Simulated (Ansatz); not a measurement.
## Calculated 73Ge NMR of the central transition for Ge3N4 at a changed volume

Cell: an entry of the Crystallography Open Database (COD), relaxed with PBE at fixed cell and then changed (volume scaled by 1.04, ions relaxed).

Space group Fd-3m:1 (No. 227); a = 8.4184 Å.

```
site  Wyckoff  site symmetry       x       y       z
 Ge1      16d           .-3m  0.1250  0.1250  0.6250
 Ge5       8a           -43m  0.5000  0.5000  0.0000
   N      32e            .3m  0.8836  0.8836  0.3836
```

One atom of each set is listed; the run and its k-mesh use a cell of 14 atoms with edges of 5.95, 5.95, 5.95 Å.

Method: Kohn–Sham DFT in Ansatz, PBE, plane waves and PAW, scalar-relativistic, 420 eV cutoff, Γ-centred 6×6×6 k-points, Fermi–Dirac smearing 0.02 eV.

73Ge has I = 9/2 and Q = -196.0 mb (Pyykkö 2018); at 14.1 T its Larmor frequency is ν₀ = 21.0 MHz. Only the quadrupole interaction is simulated: positions count from each site's isotropic chemical shift, and J coupling is left out, as are shift anisotropy and dipolar coupling, which fast spinning averages.

Q: What does the 73Ge spectrum (fast magic-angle spinning) show for each site?

A: 

```csv
site,first shell,C_Q (MHz),η,P_Q (MHz),δ_QIS (ppm),breadth (kHz)
Ge1,6 N at 2.03 Å,1.57,0.00,1.57,-7.79,0.350
Ge5,4 N at 1.95 Å,0,–,0,0,0
```

δ_QIS = −(ν_Q²/30ν₀²)[I(I+1) − 3/4](1 + η²/3) × 10⁶ ppm with ν_Q = 3|C_Q|/[2I(2I−1)]; it falls as 1/B₀² in ppm, and the breadth as 1/B₀ in kHz.

An axis of threefold or higher order runs through Ge1, so V_zz lies along it and η is zero. Ge5 sits on a cubic site, where every gradient vanishes.

At this changed cell the PBE pressure is -7 GPa.
